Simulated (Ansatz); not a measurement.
MoS2:

```
Mo S
1.0
     3.16900    0.00000    0.00000
    -1.58450    2.74443    0.00000
     0.00000    0.00000   12.32400
Mo S
2 4
Direct
  0.66667 0.33333 0.75000
  0.33333 0.66667 0.25000
  0.66667 0.33333 0.37700
  0.33333 0.66667 0.87700
  0.66667 0.33333 0.12300
  0.33333 0.66667 0.62300
```

Base run:

- Program: Ansatz 0.2.0
- Functional: r2SCAN
- Potentials or basis: Ansatz PAW
- Cutoff: 500 eV (not typed: the program's choice for these potentials)
- k mesh: 10 × 10 × 3
- Occupations: fermi-dirac, width 0.05 eV
- Spin: no spin polarisation

Its results: band gap on the k mesh 1.03 eV, indirect (least direct gap 1.98 eV); pressure 0.8 GPa; largest force 0.244 eV/Å.

Q: After a change of settings the same cell gave: band gap on the k mesh 0.87 eV, indirect (least direct gap 1.84 eV); pressure -3.0 GPa; largest force 0.312 eV/Å. Which change was it?
A. functional from r2SCAN to PBE; cutoff from 500 eV (not typed: the program's choice for these potentials) to 420 eV (not typed: the program's choice for these potentials)
B. functional from r2SCAN to PBEsol; cutoff from 500 eV (not typed: the program's choice for these potentials) to 420 eV (not typed: the program's choice for these potentials); spin from no spin polarisation to spin-orbit coupling, no magnetisation; potential files from those of the base run to others of the same set
C. functional from r2SCAN to LDA; cutoff from 500 eV (not typed: the program's choice for these potentials) to 420 eV (not typed: the program's choice for these potentials)

A: B.

Caveats: the PAW data sets come from PBE, with cores solved anew for the run's functional, which leaves a small shift of forces and pressure; this functional lacks dispersion, which binds the layers, so the pressure and a relaxed spacing across them are unreliable (some runs).
